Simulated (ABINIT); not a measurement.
Runs of ABINIT 10.8.3 (patched build) on TePb. The structure is cubic, space group Fm-3m (No. 225). Conventional cell: a = 6.462 Å, b = 6.462 Å, c = 6.462 Å, α = 90.00°, β = 90.00°, γ = 90.00°. Pb (site symmetry m-3m) has 6 Te at 3.23 Å as nearest neighbours. Te (site symmetry m-3m) is surrounded by 6 Pb at 3.23 Å. 

| task | level | potentials or basis | cell | cutoff (eV) | cell freedom (optcell) | optimiser (ionmov) | cutoff smearing ecutsm (Ha) | force stop (Ha/bohr) | fine-grid cutoff | pressure (GPa) | relaxed volume (Å³/atom) |
| --- | --- | --- | --- | --- | --- | --- | --- | --- | --- | --- | --- |
| relaxation of cell and atoms | PBEsol | PseudoDojo NC SR PBEsol v0.4.1 standard | relaxed | 1088 | 2 | 2 | 0.5 | 2e-05 | - | 0.0 | (a) |
| relaxation of cell and atoms | LDA | PseudoDojo NC SR LDA v0.4.1 standard | relaxed | 1088 | 2 | 2 | 0.5 | 2e-05 | - | 0.0 | 32.47 |
| relaxation of cell and atoms | PBE | JTH PAW PBE v2.0 | relaxed | 599 | 2 | 2 | 0.5 | 2e-05 | 1197.3 eV | 0.0 | 35.43 |
| single point | LDA | PseudoDojo NC SR LDA v0.4.1 standard | cell relaxed | 1088 | - | - | - | - | - | 0.0 | - |

Alike in all rows: no spin polarisation; k mesh 5 × 5 × 5; smearing fermi-dirac 0.05 eV.

Problem. Estimate the missing entries.

Solution. (a) 33.45.

The runs don't all hold the same shells in valence.
